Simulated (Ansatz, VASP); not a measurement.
## TiSi: VASP beside Ansatz

```
CELL_PARAMETERS angstrom
1.80561 -2.06732 0.00000
1.80561 2.06732 0.00000
0.00000 0.00000 3.78744
ATOMIC_POSITIONS crystal
Ti 0.50000 0.50000 0.00000
Si 0.00000 0.00000 0.50000
```

The cell comes from a database or a generator and needn't be the stable form of this composition.

Alike in both runs: task single point; functional PBEsol; k mesh 12 × 12 × 10; occupations fermi-dirac, width 0.1 eV; no spin polarisation.

```csv
,VASP,Ansatz
version,VASP 6.6.1,Ansatz 0.2.0
potentials or method,"VASP PAW PBE potentials, release 64 (Ti_sv, Si), cutoff 520 eV","all-electron LAPW, scalar-relativistic"
```

Ansatz gave:

| Item | Value |
| --- | --- |
| pressure (GPa) | 0.0 |
| largest component of the traceless stress (GPa) | 0.03 |

Estimate VASP's values.

pressure (GPa): 0.0; largest component of the traceless stress (GPa): 0.10.

Ansatz ran all-electron here, so the differences hold the error of VASP's frozen core and of both bases. Ansatz warned: «optics_on_partly_filled_bands».

Caveats: the PAW data sets were made with another functional, which shifts forces and pressure a little (VASP).
